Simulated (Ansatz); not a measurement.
Here is an Ansatz 0.2.0 calculation.

The input input.yaml:

```yaml
crystal:
  lattice:
    - [6.107, -1.51855, 0.0]
    - [6.107, 1.51855, 0.0]
    - [-1.3859888959, 0.0, 5.630008738]
  atoms:
    - { symbol: Ga, position: [0.34134, 0.34134, 0.68598] }
    - { symbol: Ga, position: [0.65866, 0.65866, 0.31402] }
    - { symbol: Ga, position: [0.9095, 0.9095, 0.2054] }
    - { symbol: Ga, position: [0.0905, 0.0905, 0.7946] }
    - { symbol: O, position: [0.5041, 0.5041, 0.7434] }
    - { symbol: O, position: [0.4959, 0.4959, 0.2566] }
    - { symbol: O, position: [0.8267, 0.8267, 0.4368] }
    - { symbol: O, position: [0.1733, 0.1733, 0.5632] }
    - { symbol: O, position: [0.8355, 0.8355, 0.8902] }
    - { symbol: O, position: [0.1645, 0.1645, 0.1098] }
hamiltonian:
  xc: r2scan
  pseudopotentials: { kind: paw }
kpoints:
  mp_grid: { grid: [9, 9, 5] }
  band_path:
    path:
      - [[0.0, 0.5, 0.0], [0.0, 0.0, 0.0], [0.0, 0.0, -0.5]]
      - [[0.0, 0.5, -0.5], [0.0, 0.0, 0.0], [-0.5, -0.5, 0.5]]
      - [[-0.5, 0.0, 0.5], [0.0, 0.0, 0.0], [-0.5, -0.5, 0.0]]
      - [[-0.5, 0.0, 0.0], [0.0, 0.0, 0.0]]
    npoints: 10
scf:
  occupations: { method: fermi_dirac, width: 0.05 }
  n_extra_bands: 25
output:
  forces: true
  stress: true
  eigenvalues: true
  fatbands: true
  write_density: true
  write_potential: true
  elf: true
  volumetric_format: npy
```

Potentials or basis: Ansatz PAW.

Command:

```sh
$ ansatz run input.yaml --threads 4 --pin off --max-ram 11264MiB --backend cpu --events-out ev --progress --plain --runs-dir out
```

Problem. Predict the pressure.

Solution. 1.3 GPa.

Problem. What does it give for the largest force?

Solution. 0.110 eV/Å.

Problem. Predict the band gap on the k mesh.

Solution. 3.09 eV, indirect (least direct gap 3.12 eV).

Stress tensor (GPa, compression positive):
```
 1.34  0.00 -0.06
 0.00  1.34  0.00
-0.06  0.00  1.09
```

Caveat: the PAW data sets come from PBE, with cores solved anew for the run's functional, which leaves a small shift of forces and pressure. r2SCAN opens gaps a little over a GGA but as a rule still falls short of measured ones.
